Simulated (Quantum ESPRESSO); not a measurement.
TaS2: work function with LDA

The system is TaS2, a slab with vacuum.

```
S Ta
1.0
     3.35000    0.00000    0.00000
    -1.67500    2.90119    0.00000
     0.00000    0.00000   23.79000
S Ta
4 2
Cartesian
  1.6750 0.9671 7.5000
  0.0000 1.9341 10.4300
  1.6750 0.9671 13.3600
  0.0000 1.9341 16.2900
  0.0000 0.0000 8.9650
  0.0000 0.0000 14.8250
```

```
Program                       : Quantum ESPRESSO 7.5
Task                          : work function
Functional                    : LDA
Potentials or basis           : GBRV 1.5 LDA
Cutoff                        : 680 eV
Density cutoff                : 3401 eV
k mesh                        : 9 × 9 × 1
Occupations                   : methfessel-paxton, width 0.136 eV
Spin                          : no spin polarisation
Boundary across the vacuum    : none
Form of the LDA correlation   : PZ81
Real-space augmentation (tqr) : yes
Mixing mode                   : local-TF
Mixing beta                   : 0.3
Most SCF iterations           : 150
SCF threshold                 : 6e-09 Ry
```

```
Largest force                   : 0.793 eV/Å
Band gap on the k mesh          : none (metal or under the smearing width)
Work function of the upper face : 5.36 eV
Work function of the lower face : 5.36 eV
```

Forces on the atoms (eV/Å):
```
S    0.000  0.000 -0.721
Ta   0.000  0.000  0.030
S    0.000  0.000  0.793
S    0.000  0.000 -0.793
Ta   0.000  0.000 -0.030
S    0.000  0.000  0.721
```

Levels at points of the mesh, in eV from the Fermi level:
```tsv
k point	band 22	band 23	band 24	band 25	band 26	band 27
(0.00, 0.00, 0.00)	-0.78	-0.71	-0.71	0.00	0.00	0.02
```

Wall time 65 s on 2 MPI ranks on Arm Neoverse V2, with other jobs on the host, peak memory 0.5 GiB a rank.

Caveat: real space augmentation costs some meV and hundredths of eV per Å. Spin-orbit coupling is left out, which matters for the levels of Ta.
